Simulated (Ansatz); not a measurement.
# AlP: Wannier functions and tight-binding models, part 2 of 3

Where do the localised orbitals of AlP sit, how far are they spread, and how do the settings change that? The runs, in order: PBE, anion s p, 6×6×6; PBE, anion s p, 4×4×4; PBE, anion s p, 8×8×8; PBE, anion p, 6×6×6; PBE, all s p, disentangled, 6×6×6; PBE, cation s and anion p, disentangled, 6×6×6; r2SCAN, anion s p, 6×6×6; r2SCAN, cation s and anion p, disentangled, 6×6×6; r2SCAN, anion p, 6×6×6; HSE06, anion s p, 6×6×6; HSE06, anion p, 6×6×6 (level, trial orbitals, Wannier mesh).

Ansatz 0.2.0; plane waves, PAW. Earlier steps stand in the parts before.

## 6. PBE, all s p, disentangled, 6×6×6

The COD entry's cell or inner coordinates are ideal or old and differ from later refinements, so a difference from it is no clean test against experiment.

Input file input.yaml:

```yaml
crystal:
  lattice:
    - [0.0, 2.7392607946, 2.7392607946]
    - [2.7392607946, 0.0, 2.7392607946]
    - [2.7392607946, 2.7392607946, 0.0]
  atoms:
    - { symbol: Al, position: [0.0, 0.0, 0.0] }
    - { symbol: P, position: [0.25, 0.25, 0.25] }
kpoints:
  mp_grid: { grid: [6, 6, 6] }
  band_path:
    path:
      - [[0.0, 0.0, 0.0], [-0.5, -0.5, -1.171879795844e-33], [-0.375, -0.375, 0.25]]
      - [[-0.375, 2.113361956387e-17, 0.375], [0.0, 0.0, 0.0], [-2.044936483295e-18, -2.044936483295e-18, 0.5], [-0.5, -0.25, 0.25], [-0.5, -0.5, -1.171879795844e-33]]
    npoints: 10
hamiltonian:
  xc: pbe
scf:
  occupations: { method: fixed }
  n_extra_bands: 8
output:
  forces: false
  stress: false
  eigenvalues: true
  wannier:
    kmesh: [6, 6, 6]
    projections:
      - { species: P, l: s, shell: 3 }
      - { species: P, l: p, shell: 3 }
      - { species: Al, l: s, shell: 3 }
      - { species: Al, l: p, shell: 3 }
    minimise: true
    write_hr: true
    conv_tol: 1.0e-08
    max_iter: 3000
    disentanglement: { window: [-21.05, 22.55], frozen_window: [-3.05, 8.05] }
```

Started as:

```bash
ansatz run input.yaml --threads 4 --pin off --max-ram 3686MiB --backend cpu --events-out ev --progress --plain --runs-dir out
```

Standard output:

```text
Warning: RAYON_NUM_THREADS=4 ignored (pool sized by the plan → 4); use --threads N
scf.n_extra_bands = 8 over 4 filled bands (N_el = 8.0): the run solves 12 bands
Engine: ansatz 0.2.0, aarch64-unknown-linux-gnu
Pseudopotentials: kind: paw
Pseudopotential: Al, paw, valence charge 3, recommended cutoff 420 eV (normal), Al.paw.azcp
Pseudopotential: P, paw, valence charge 5, recommended cutoff 420 eV (normal), P.paw.azcp
Functional definition: PBE
  parameter kappa = 0.804
  parameter beta = 0.06672455060314922
  exchange = pbe_x(kappa = kappa, mu = beta*pi^2/3)
  correlation = pbe_c(beta = beta)
Crystal: 2 atoms, lattice volume = 41.108 Å³
Basis set: ecut = 420 eV, 821 PW (Γ)
Bands: 12, of which v1, the nominal top of the filled ones, is band 4 counted from 1 (3 counted from 0)
Symmetry: 24 space group operations
Space group: F-43m (ITA 216), of the structure as read, at distance tolerance 3.5e-5 Å
k-points: 16 of 216 (time reversal used)
Non-local potential: Al, projectors of the file, l = 0: 2, l = 1: 2, l = 2: 1
Non-local potential: P, projectors of the file, l = 0: 2, l = 1: 2, l = 2: 2
PAW form: soft (Blöchl's): semilocal exchange-correlation on the pseudo side does not see the compensation charge
PAW one-centre angular grid: Al, 110 points (default); XC on 64 Gauss nodes
PAW one-centre angular grid: P, 110 points (default); XC on 64 Gauss nodes
Initial density: superposition of atomic densities (neutral atoms: chi_scale 0, normalization atom), corrected by the library's trained network
Initial wavefunctions: pseudopotential atomic-orbital guess
Functional: x = pbe(κ = 0.804, μ = 0.2195149727645171), c = pbe(β = 0.06672455060314922)
SCF iter   1: F=—  HF=-1294.433204 eV  |F-HF|=—  |Δ(HF+E_count)|=         —  Δρ=1.07e-3  dr2=7.44e-4  ethr=1.77e-3  ⟨swp⟩=5.6  Hψ=1130  notcnv=0  defer=92
preconditioner: auto → none  [insulator: Δε(μ)=1.586 eV  Ē_g=12.985 eV  n_scr=8 (ndim 8)  ℏωp=16.4 eV  f_vac=0.000  ε∞_Penn≈2.6]
SCF iter   2: F=—  HF=-1294.432941 eV  |F-HF|=—  |Δ(HF+E_count)|=   2.62e-4  Δρ=3.44e-4  dr2=3.86e-5  ethr=9.30e-6  ⟨swp⟩=2.8  Hψ=416  notcnv=0  defer=93
SCF iter   3: F=—  HF=-1294.432992 eV  |F-HF|=—  |Δ(HF+E_count)|=   5.07e-5  Δρ=1.36e-4  dr2=4.52e-6  ethr=4.82e-7  ⟨swp⟩=2.1  Hψ=206  notcnv=0  defer=91
SCF iter   4: F=—  HF=-1294.433000 eV  |F-HF|=—  |Δ(HF+E_count)|=   7.96e-6  Δρ=3.35e-5  dr2=7.57e-7  ethr=5.65e-8  ⟨swp⟩=2.0  Hψ=206  notcnv=0  defer=91
iter 5 did not close the SCF: its close was put off for the readings that it lacked (scf_convergence_deferred on its scf_iter line)
SCF iter   5: F=-1294.433000 eV  HF=-1294.433000 eV  |F-HF|=1.24e-8  |Δ(HF+E_count)|=   2.87e-7  Δρ=5.72e-6  dr2=1.87e-8  ethr=9.47e-9  ⟨swp⟩=2.6  Hψ=205  notcnv=0  defer=91
SCF iter   6: F=-1294.433000 eV  HF=-1294.433000 eV  |F-HF|=1.11e-9  |Δ(HF+E_count)|=   4.88e-9  Δρ=1.78e-6  dr2=1.85e-9  ethr=2.33e-10  ⟨swp⟩=7.4  Hψ=1583  notcnv=0
SCF 1 converged in 6 iterations: F = -1294.433000 eV  dr2 = 1.85e-9
NSCF: frozen V_eff on 62 k-points
NSCF: frozen V_eff on 19 k-points
the Wannier pass solved 19 of the 216 points of its mesh, and has the states at the others by symmetry: states obtained by the crystal's operations at points that were solved too leave a residual of 1.25e-13 eV (read by the count's bands and the next), within 6.67e-6 eV
NSCF: frozen V_eff on 19 k-points
the Wannier pass solved 19 of the 216 points of its mesh, and has the states at the others by symmetry: states obtained by the crystal's operations at points that were solved too leave a residual of 2.28e-13 eV (read by the count's bands and the next), within 6.67e-6 eV
SCF converged after 6 iterations
Free energy (F): -1294.433000 eV
Harris-Foulkes:  -1294.433000 eV  (|F-HF|=1.11e-9)
Internal energy: -1294.433000 eV  (E = F + TS)
E sigma→0 (E₀):  -1294.433000 eV
Fermi energy:    4.951914 eV
--- Per-component energies (eV) ---
  E_band       = 4.290566
  E_kinetic    = 93.661425
  E_local      = -83.009804  (includes V_loc(G=0)·N_el)
  E_nonlocal   = 44.567012
  E_hartree    = 25.202322
  E_xc         = -101.480081
  E_vxc        = -89.983421  (∫ρ·V_xc dr)
  E_paw        = -1036.893925  (= ΣΔE_a)
  E_vpaw       = -11.349064  (= ΣTr[D̂ρ^β])
  E_aug_tail   = 0.000001  (compensation charges beyond the density's cutoff)
  E_ewald      = -236.479949
  E_smearing   = -0.000000  (= −TS)
  E_closure    = 0.000000  (closes the sum)
  Σ components = -1294.433000   (vs F -1294.433000, Δ=0.00e0)
--- Band table (eV; the first three rows and the last of 16) ---
  k-point 0: bands = ["-6.4904", "4.9519", "4.9519", "4.9519", "8.1721", "9.4982", "9.4982", "9.4982", "13.7301", "13.7301", "15.1817", "17.1663"]
  k-point 1: bands = ["-6.1911", "3.0902", "4.7124", "4.7124", "8.5322", "9.9274", "9.9274", "10.5588", "13.1062", "13.1062", "15.7662", "17.0443"]
  k-point 2: bands = ["-5.4130", "0.6484", "4.3446", "4.3446", "7.9681", "9.9851", "9.9851", "12.8307", "14.0246", "14.0246", "15.2249", "20.1259"]
  k-point 15: bands = ["-4.1487", "-0.0576", "2.0804", "2.3210", "8.2700", "9.2472", "12.5580", "12.8990", "16.1080", "16.7828", "18.1212", "18.8912"]
Wannier search: line search 1 of at most 3000: gauge-dependent spread (as the search counts it) 29.5952610 Å², largest recent change 1.5e1 Å² and fall left 5.5e0 Å² against conv_tol 1.0e-8 Å², 0 stops escaped
```

Wall time 1.9 s (4 threads of Arm Neoverse V2, shared host); peak memory 0.29 GiB.

wannier.win, as written (k points left out):

```
! ansatz wannier90 interface
! projections by site (counted from 0) and shell: 1 3S, 1 3P, 0 3S, 0 3P
! states of the run's bands (counted from 1): 1-17
num_bands = 17
num_wann  = 8
num_iter  = 2000
conv_tol = 1e-8
conv_window = 5
dis_win_min = -21.05
dis_win_max = 22.55
dis_froz_min = -3.05
dis_froz_max = 8.05
dis_num_iter = 10000
guiding_centres = true
write_hr = true

begin unit_cell_cart
Ang
  0.0  2.7392607946  2.7392607946
  2.7392607946  0.0  2.7392607946
  2.7392607946  2.7392607946  0.0
end unit_cell_cart

begin atoms_frac
Al  0.0  0.0  0.0
P  0.25  0.25  0.25
end atoms_frac

mp_grid = 6 6 6
```

The windows are typed on the program's own energy scale, on which the last band filled by count tops at 4.95 eV.

The head of wannier.spreads.toml:

```toml
omega_i_ang2 = 13.393627053652153
omega_d_ang2 = 0.12519840003073254
omega_od_ang2 = 3.75228593176152
omega_total_ang2 = 17.271111385444406
least_projectability = 0.008935572254714185
b_vectors_match_mmn = true
n_iter = 50
converged = true
rejected_fitted_steps = 0
dis_converged = true
dis_n_iter = 124
dis_n_moved = 1
dis_level_miss = 0.019589353536825466
```

The functions (centres in Å, on-site energies from the top of the filled bands):

```
n       x       y       z  spread (Å²)  on-site (eV)  nearest atoms  distance (Å)
1   1.882   1.882   0.604        1.703        -2.337             P2          1.05
2   1.882   0.604   1.882        1.703        -2.337             P2          1.05
3   0.604   1.882   1.882        1.703        -2.337             P2          1.05
4   0.813   0.813   0.813        1.887        -2.006             P2          0.96
5  -0.018  -0.018  -2.757        3.428         4.456             P2          2.34
6   0.426  -0.515   0.426        2.283         4.307            Al1          0.79
7  -0.515   0.426   0.426        2.283         4.307            Al1          0.79
8   0.426   0.426  -0.515        2.283         4.307            Al1          0.79
```

The largest hoppings ⟨m, 0|H|n, R⟩, one of each Hermitian pair (moduli):

| m | n | R | distance (Å) | |t| (eV) |
| --- | --- | --- | --- | --- |
| 1 | 4 | 0 0 0 | 1.53 | 2.241 |
| 3 | 4 | 0 0 0 | 1.53 | 2.241 |
| 2 | 4 | 0 0 0 | 1.53 | 2.241 |
| 1 | 6 | 0 0 1 | 1.34 | 2.028 |
| 1 | 7 | 0 0 1 | 1.34 | 2.028 |
| 3 | 6 | 1 0 0 | 1.34 | 2.028 |
| 2 | 7 | 0 1 0 | 1.34 | 2.028 |
| 3 | 8 | 1 0 0 | 1.34 | 2.028 |
| 2 | 8 | 0 1 0 | 1.34 | 2.028 |
| 4 | 6 | 0 0 0 | 1.44 | 1.794 |
| 4 | 7 | 0 0 0 | 1.44 | 1.794 |
| 4 | 8 | 0 0 0 | 1.44 | 1.794 |
| 1 | 3 | 0 0 0 | 1.81 | 1.644 |
| 2 | 3 | 0 0 0 | 1.81 | 1.644 |

Interpolated bands at the corners of the path, eV from the top of the filled bands:

```
point      e1     e2     e3     e4    e5    e6     e7     e8
    Γ  -10.21   0.00   0.00   0.00  3.59  5.26   5.26   5.26
    X   -9.13  -5.27  -2.08  -2.08  1.60  2.47  11.11  11.11
    U   -9.14  -5.00  -3.44  -1.71  2.45  6.10   9.31   9.42
    K   -9.16  -4.99  -3.45  -1.71  2.48  6.08   9.30   9.44
    Γ  -10.21   0.00   0.00   0.00  3.59  5.26   5.26   5.26
    L   -9.71  -5.48  -0.76  -0.76  2.78  6.22   6.22   9.81
    W   -9.08  -4.88  -3.18  -2.79  4.27  6.25   6.49  11.20
    X   -9.13  -5.27  -2.08  -2.08  1.60  2.47  11.11  11.11
```

Along the path each interpolated band stays within 1.23, 0.05, 0.07, 0.03, 0.51, 1.41, 1.41, 1.83 eV of the nearest computed level, from the lowest band up; bands outside the frozen window needn't match, and between the mesh's points a coarse mesh lets the others stray too.

Misses of an eV or more mean that the model does not follow those bands.

The least projectability is 0.01: some state is hardly reached by the trial orbitals.

## 7. PBE, cation s and anion p, disentangled, 6×6×6

Edit input.yaml of step 6 so:

```diff
@@ -19,3 +19,3 @@
   occupations: { method: fixed }
-  n_extra_bands: 8
+  n_extra_bands: 6
 output:
@@ -26,7 +26,3 @@
     kmesh: [6, 6, 6]
-    projections:
-      - { species: P, l: s, shell: 3 }
-      - { species: P, l: p, shell: 3 }
-      - { species: Al, l: s, shell: 3 }
-      - { species: Al, l: p, shell: 3 }
+    projections: [{ species: Al, l: s, shell: 3 }, { species: P, l: p, shell: 3 }]
     minimise: true
@@ -35,2 +31,6 @@
     max_iter: 3000
-    disentanglement: { window: [-21.05, 22.55], frozen_window: [-3.05, 8.05] }
+    disentanglement: { window: [-5.05, 18.55], frozen_window: [-0.05, 7.35] }
+  write_density: true
+  write_potential: true
+  elf: true
+  volumetric_format: npy
```

Started as:

```bash
ansatz run input.yaml --threads 4 --pin off --max-ram 3686MiB --backend cpu --events-out ev --progress --plain --runs-dir out
```

Standard output:

```text
Warning: RAYON_NUM_THREADS=4 ignored (pool sized by the plan → 4); use --threads N
scf.n_extra_bands = 6 over 4 filled bands (N_el = 8.0): the run solves 10 bands
[... 9 set-up lines as earlier in the session ...]
Crystal: 2 atoms, lattice volume = 41.108 Å³
Basis set: ecut = 420 eV, 821 PW (Γ)
Bands: 10, of which v1, the nominal top of the filled ones, is band 4 counted from 1 (3 counted from 0)
[... 2 set-up lines as earlier in the session ...]
k-points: 16 of 216 (time reversal used)
[... 8 set-up lines as earlier in the session ...]
SCF iter   1: F=—  HF=-1294.433177 eV  |F-HF|=—  |Δ(HF+E_count)|=         —  Δρ=1.07e-3  dr2=7.56e-4  ethr=1.77e-3  ⟨swp⟩=5.4  Hψ=1034  notcnv=0  defer=60
preconditioner: auto → none  [insulator: Δε(μ)=1.586 eV  Ē_g=11.443 eV  n_scr=8 (ndim 8)  ℏωp=16.4 eV  f_vac=0.000  ε∞_Penn≈3.0]
SCF iter   2: F=—  HF=-1294.432941 eV  |F-HF|=—  |Δ(HF+E_count)|=   2.36e-4  Δρ=3.43e-4  dr2=3.75e-5  ethr=9.46e-6  ⟨swp⟩=2.8  Hψ=387  notcnv=0  defer=63
SCF iter   3: F=—  HF=-1294.432992 eV  |F-HF|=—  |Δ(HF+E_count)|=   5.09e-5  Δρ=1.38e-4  dr2=4.63e-6  ethr=4.69e-7  ⟨swp⟩=2.1  Hψ=192  notcnv=0  defer=60
SCF iter   4: F=—  HF=-1294.433000 eV  |F-HF|=—  |Δ(HF+E_count)|=   8.27e-6  Δρ=2.79e-5  dr2=5.26e-7  ethr=5.79e-8  ⟨swp⟩=2.1  Hψ=196  notcnv=0  defer=62
iter 5 did not close the SCF: its close was put off for the readings that it lacked (scf_convergence_deferred on its scf_iter line)
SCF iter   5: F=-1294.433000 eV  HF=-1294.433000 eV  |F-HF|=1.20e-9  |Δ(HF+E_count)|=   2.05e-7  Δρ=1.81e-6  dr2=1.18e-9  ethr=6.58e-9  ⟨swp⟩=2.5  Hψ=191  notcnv=0  defer=61
SCF iter   6: F=-1294.433000 eV  HF=-1294.433000 eV  |F-HF|=4.29e-10  |Δ(HF+E_count)|=  9.86e-10  Δρ=1.23e-6  dr2=8.91e-10  ethr=1.47e-11  ⟨swp⟩=7.0  Hψ=1223  notcnv=0
SCF 1 converged in 6 iterations: F = -1294.433000 eV  dr2 = 8.91e-10
NSCF: frozen V_eff on 62 k-points
NSCF: frozen V_eff on 19 k-points
the Wannier pass solved 19 of the 216 points of its mesh, and has the states at the others by symmetry: states obtained by the crystal's operations at points that were solved too leave a residual of 1.96e-13 eV (read by the count's bands and the next), within 6.67e-6 eV
NSCF: frozen V_eff on 19 k-points
the Wannier pass solved 19 of the 216 points of its mesh, and has the states at the others by symmetry: states obtained by the crystal's operations at points that were solved too leave a residual of 2.53e-13 eV (read by the count's bands and the next), within 6.67e-6 eV
NSCF: frozen V_eff on 19 k-points
the Wannier pass solved 19 of the 216 points of its mesh, and has the states at the others by symmetry: states obtained by the crystal's operations at points that were solved too leave a residual of 2.53e-13 eV (read by the count's bands and the next), within 6.67e-6 eV
SCF converged after 6 iterations
Free energy (F): -1294.433000 eV
Harris-Foulkes:  -1294.433000 eV  (|F-HF|=4.29e-10)
Internal energy: -1294.433000 eV  (E = F + TS)
E sigma→0 (E₀):  -1294.433000 eV
Fermi energy:    4.951919 eV
--- Per-component energies (eV) ---
  E_band       = 4.290588
  E_kinetic    = 93.661364
  E_local      = -83.009665  (includes V_loc(G=0)·N_el)
  E_nonlocal   = 44.566966
  E_hartree    = 25.202261
  E_xc         = -101.480058
  E_vxc        = -89.983394  (∫ρ·V_xc dr)
  E_paw        = -1036.893921  (= ΣΔE_a)
  E_vpaw       = -11.349055  (= ΣTr[D̂ρ^β])
  E_aug_tail   = 0.000001  (compensation charges beyond the density's cutoff)
  E_ewald      = -236.479949
  E_smearing   = -0.000000  (= −TS)
  E_closure    = -0.000000  (closes the sum)
  Σ components = -1294.433000   (vs F -1294.433000, Δ=0.00e0)
--- Band table (eV; the first three rows and the last of 16) ---
  k-point 0: bands = ["-6.4904", "4.9519", "4.9519", "4.9519", "8.1721", "9.4982", "9.4982", "9.4982", "13.7301", "13.7301"]
  k-point 1: bands = ["-6.1911", "3.0902", "4.7124", "4.7124", "8.5321", "9.9274", "9.9274", "10.5588", "13.1062", "13.1062"]
  k-point 2: bands = ["-5.4130", "0.6484", "4.3446", "4.3446", "7.9681", "9.9851", "9.9851", "12.8307", "14.0246", "14.0246"]
  k-point 15: bands = ["-4.1487", "-0.0576", "2.0804", "2.3210", "8.2700", "9.2472", "12.5580", "12.8990", "16.1080", "16.7828"]
Wannier search: line search 1 of at most 3000: gauge-dependent spread (as the search counts it) 1.0621558 Å², largest recent change 7.5e-1 Å² and fall left 3.9e-3 Å² against conv_tol 1.0e-8 Å², 0 stops escaped
WARN: <dir> by an estimate from the overlaps, the levels of the selected subspace lie 0.028 eV from the frozen bands on average, midway between mesh points. Up to 0.02 eV counts as a good interpolation. More projections, another frozen window or a finer output.wannier.kmesh can bring them closer
```

Run time: 1.5 s. Hardware: 4 threads of Arm Neoverse V2, shared host; peak memory 0.31 GiB.

wannier.win, as written (k points left out):

```
! ansatz wannier90 interface
! projections by site (counted from 0) and shell: 0 3S, 1 3P
! states of the run's bands (counted from 1): 1-14
num_bands = 14
num_wann  = 4
num_iter  = 2000
conv_tol = 1e-8
conv_window = 5
dis_win_min = -5.05
dis_win_max = 18.55
dis_froz_min = -0.05
dis_froz_max = 7.35
dis_num_iter = 10000
guiding_centres = true
write_hr = true

begin unit_cell_cart
Ang
  0.0  2.7392607946  2.7392607946
  2.7392607946  0.0  2.7392607946
  2.7392607946  2.7392607946  0.0
end unit_cell_cart

begin atoms_frac
Al  0.0  0.0  0.0
P  0.25  0.25  0.25
end atoms_frac

mp_grid = 6 6 6
```

The windows are typed on the program's own energy scale, on which the last band filled by count tops at 4.95 eV.

The head of wannier.spreads.toml:

```toml
omega_i_ang2 = 11.40721359293974
omega_d_ang2 = 0.05967562937216383
omega_od_ang2 = 0.7309768415463785
omega_total_ang2 = 12.197866063858283
least_projectability = -4.1872061485241725e-18
b_vectors_match_mmn = true
n_iter = 26
converged = true
rejected_fitted_steps = 0
dis_converged = true
dis_n_iter = 55
dis_n_moved = 1
dis_level_miss = 0.027705838684822175
```

The functions (centres in Å, on-site energies from the top of the filled bands):

| n | x | y | z | spread (Å²) | on-site (eV) | nearest atoms | distance (Å) |
| --- | --- | --- | --- | --- | --- | --- | --- |
| 1 | -1.370 | -1.370 | -1.370 | 4.395 | 3.220 | 4 atoms | 2.37 |
| 2 | 1.498 | 1.120 | 1.498 | 2.601 | -2.151 | P2 | 0.31 |
| 3 | 1.120 | 1.498 | 1.498 | 2.601 | -2.151 | P2 | 0.31 |
| 4 | 1.498 | 1.498 | 1.120 | 2.601 | -2.151 | P2 | 0.31 |

The largest hoppings ⟨m, 0|H|n, R⟩, one of each Hermitian pair (signs follow the phases of the functions):

```csv
m,n,R,distance (Å),t (eV)
2,1,0 0 1,2.88,0.823
4,1,1 0 0,2.88,0.823
4,1,0 1 0,2.88,0.823
3,1,0 0 1,2.88,-0.823
3,1,0 1 0,2.88,-0.823
2,1,1 0 0,2.88,0.823
2,1,1 1 0,2.63,-0.816
4,1,0 1 1,2.63,-0.816
```

Interpolated bands at the corners of the path, eV from the top of the filled bands:

```
point     e1     e2     e3    e4
    Γ   0.00   0.00   0.00  3.75
    X  -5.27  -2.08  -2.08  1.60
    U  -5.00  -3.38  -1.72  2.64
    K  -5.00  -3.39  -1.72  2.64
    Γ   0.00   0.00   0.00  3.75
    L  -5.47  -0.76  -0.76  6.39
    W  -4.87  -3.08  -2.80  4.76
    X  -5.27  -2.08  -2.08  1.60
```

Along the path each interpolated band stays within 0.02, 0.05, 0.05, 1.58 eV of the nearest computed level, from the lowest band up; bands outside the frozen window needn't match, and between the mesh's points a coarse mesh lets the others stray too.

Misses of an eV or more mean that the model does not follow those bands.

The least projectability is 0.00: some state is hardly reached by the trial orbitals.

## 8. r2SCAN, anion s p, 6×6×6

Edit input.yaml of step 7 so:

```diff
@@ -16,3 +16,3 @@
 hamiltonian:
-  xc: pbe
+  xc: r2scan
 scf:
@@ -26,3 +26,3 @@
     kmesh: [6, 6, 6]
-    projections: [{ species: Al, l: s, shell: 3 }, { species: P, l: p, shell: 3 }]
+    projections: [{ species: P, l: s, shell: 3 }, { species: P, l: p, shell: 3 }]
     minimise: true
@@ -31,6 +31 @@
     max_iter: 3000
-    disentanglement: { window: [-5.05, 18.55], frozen_window: [-0.05, 7.35] }
-  write_density: true
-  write_potential: true
-  elf: true
-  volumetric_format: npy
```

Started as:

```bash
ansatz run input.yaml --threads 4 --pin off --max-ram 3686MiB --backend cpu --events-out ev --progress --plain --runs-dir out
```

Standard output (excerpt; [...] marks lines left out):

```text
Warning: RAYON_NUM_THREADS=4 ignored (pool sized by the plan → 4); use --threads N
scf.n_extra_bands = 6 over 4 filled bands (N_el = 8.0): the run solves 10 bands
[...]
[... 1 set-up line as earlier in the session ...]
Pseudopotential: Al, paw, valence charge 3, recommended cutoff 500 eV (meta_gga), Al.paw.azcp
Pseudopotential: P, paw, valence charge 5, recommended cutoff 500 eV (meta_gga), P.paw.azcp
Functional definition: r2SCAN
[...]
Crystal: 2 atoms, lattice volume = 41.108 Å³
[...]
SCF converged after 6 iterations
Free energy (F): -1301.059881 eV
[...]
E sigma→0 (E₀):  -1301.059881 eV
Fermi energy:    4.791157 eV
[...]
--- Band table (eV; the first three rows and the last of 16) ---
  k-point 0: bands = ["-7.1439", "4.7912", "4.7912", "4.7912", "8.6991", "9.7363", "9.7363", "9.7363", "14.0492", "14.0492"]
[...]
Wannier search: line search 1 of at most 3000: gauge-dependent spread (as the search counts it) 3.1124033 Å², largest recent change 2.5e-1 Å² and fall left 5.5e-4 Å² against conv_tol 1.0e-8 Å², 0 stops escaped
```

Wall time 1.3 s (4 threads of Arm Neoverse V2, shared host); peak memory 0.35 GiB.

wannier.win names the bands that the functions span: 1-4 (counted from 1; 4 are filled).

The head of wannier.spreads.toml:

```toml
omega_i_ang2 = 5.9196155527489225
omega_d_ang2 = 0.0021816982226681887
omega_od_ang2 = 0.6875821405922353
omega_total_ang2 = 6.609379391563826
least_projectability = 0.8606453224206334
b_vectors_match_mmn = true
n_iter = 24
converged = true
rejected_fitted_steps = 0
```

The functions (centres in Å, on-site energies from the top of the filled bands):

```
n      x      y      z  spread (Å²)  on-site (eV)  nearest atoms  distance (Å)
1  0.902  1.837  1.837        1.652        -4.574             P2          0.81
2  1.837  0.902  1.837        1.652        -4.574             P2          0.81
3  0.902  0.902  0.902        1.652        -4.574             P2          0.81
4  1.837  1.837  0.902        1.652        -4.574             P2          0.81
```

Along the path each interpolated band stays within 0.01, 0.05, 0.04, 0.03 eV of the nearest computed level, from the lowest band up.

[end of part 2 of 3]
